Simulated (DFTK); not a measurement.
The system is Te.

```
Te
1.0
     4.45400    0.00000    0.00000
    -2.22700    3.85728    0.00000
     0.00000    0.00000    5.92400
Te
3
Direct
  0.73100 0.73100 0.00000
  0.00000 0.26900 0.66667
  0.26900 0.00000 0.33333
```

Base run:

| Property | Result |
| --- | --- |
| Program | DFTK 0.8.2 |
| Functional | PBEsol |
| Potentials or basis | cp2k.nc.sr.pbe.v0_1.semicore.gth (PBE, GTH) |
| Cutoff | 544 eV |
| k mesh | 7 × 7 × 5 |
| Occupations | fermi-dirac, width 0.05 eV |
| Spin | no spin polarisation |

Its results: pressure 0.2 GPa; largest force 0.337 eV/Å.

**Question.** After a change of settings the same cell gave: pressure 1.5 GPa; largest force 0.066 eV/Å. Which change was it?
A. functional from PBEsol to r2SCAN; cutoff from 544 eV to 707 eV; k mesh from 7 × 7 × 5 to 5 × 5 × 4
B. potentials or basis from cp2k.nc.sr.pbe.v0_1.semicore.gth (PBE, GTH) to dojo.nc.sr.pbesol.v0_4_1.standard.upf (PBEsol); cutoff from 544 eV to 1088 eV; valence electrons from 18 to 48
C. functional from PBEsol to LDA; potentials or basis from cp2k.nc.sr.pbe.v0_1.semicore.gth (PBE, GTH) to cp2k.nc.sr.lda.v0_1.largecore.gth (LDA, GTH)

**Answer.** A.

Caveats: GTH potentials come without recommended cutoffs, and this one wasn't checked for convergence; the potentials were made for another functional, which shifts forces and pressure.

Not every run made on this cell is shown here.
